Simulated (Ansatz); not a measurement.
An Ansatz input (plane waves, PAW) for WC that has something wrong with it:

```yaml
crystal:
  lattice:
    - [2.920953962013, 0.0, 0.0]
    - [-1.460476981007, 2.529620334388, 0.0]
    - [0.0, 0.0, 2.8466159029]
  atoms:
    - { symbol: W, position: [-3.700743415525e-17, 0.0, 0.0] }
    - { symbol: C, position: [0.6666666666667, 0.3333333333333, 0.5] }
basis:
  ecutwfc: 420
  ecutrho_ratio: 4
kpoints:
  mp_grid: { grid: [14, 14, 12], kspacing: 0.3 }
hamiltonian:
  xc: pbe
scf:
  occupations: { method: gaussian, width: 0.05 }
  max_iter: 100
output:
  forces: true
  stress: true
magnetization:
  noncollinear: true
  spin_orbit: true
```

Launched as:
```sh
ansatz run input.yaml --threads 4 --pin off --max-ram 7168MiB --backend cpu --events-out ev --progress --plain --runs-dir out
```

Question: What is wrong with it?

Answer: Both a mesh and a spacing. Against the sound input: kpoints.mp_grid.kspacing: 0.3 (the cap on iterations is only a precaution).

What the program printed:

```
Error: invalid value for `kpoints.mp_grid.kspacing`: mutually exclusive with `grid` — set one or the other
```

The input was refused before any iteration. It ran for 0.09 s on 4 threads of Arm Neoverse V1 (shared host), peak memory 0.09 GiB. The run before the change (PBE with spin–orbit coupling, 420 eV, 14×14×12 mesh) gave:

| run | P (GPa) | gap on the mesh (eV) | cell moment (μB) | largest force component (eV/Å) |
| --- | --- | --- | --- | --- |
| sound | 0.0 | metal | 0.00 (no moment typed) | 0.000 |

The chain of runs began from a measured cell (COD), expanded in volume.
